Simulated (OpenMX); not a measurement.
CuI (Marshite) under changes of volume

One of the cells (27.859 Å³/atom); the others are scaled copies at fixed shape and fractional positions:

```
I Cu
1.0
     0.00000    3.03150    3.03150
     3.03150    0.00000    3.03150
     3.03150    3.03150    0.00000
I Cu
1 1
Direct
  0.00000 0.00000 0.00000
  0.75000 0.75000 0.75000
```

* Program: OpenMX 3.8.5
* Functional: PBE
* Potentials or basis: OpenMX 2013 PBE set, I7.0-s3p3d2f1, Cu6.0H-s3p2d2f1, fixed grid of 48 × 48 × 48 points
* k mesh: 9 × 9 × 9
* Occupations: fermi-dirac, width 0.05 eV
* Spin: no spin polarisation

```tsv
volume (Å³/atom)	energy over the lowest point (meV/atom)	gap on the mesh (eV)
26.188	?	?
26.745	23.22	1.42
27.302	12.68	1.36
27.859	5.68	1.30
28.417	1.59	1.24
28.974	0.00	1.19
29.531	0.97	1.14
```

Question: What does the run at 26.188 Å³/atom give?

Answer: Energy over the lowest point 37.49 meV/atom; gap on the mesh 1.49 eV.

Worked out: A Birch-Murnaghan fit of order 3 (a polynomial in V^(-2/3)) to the other rows has its minimum at 29.03 Å³/atom with B0 = V·E''(V) = 34 GPa and B' = 5.4. It gives 37.49 meV/atom at 26.188 Å³/atom, against the run's 37.49. A straight line through the other rows of the gap, of slope -2.84 eV per unit of ln V (its deformation potential), extrapolates to 1.48 eV, against the run's 1.49.

Energies are extrapolated to zero smearing.

Caveats: spin-orbit coupling is left out, which moves the levels of the heavy elements; the basis of atomic orbitals isn't converged, which shifts pressures, moduli and gaps.
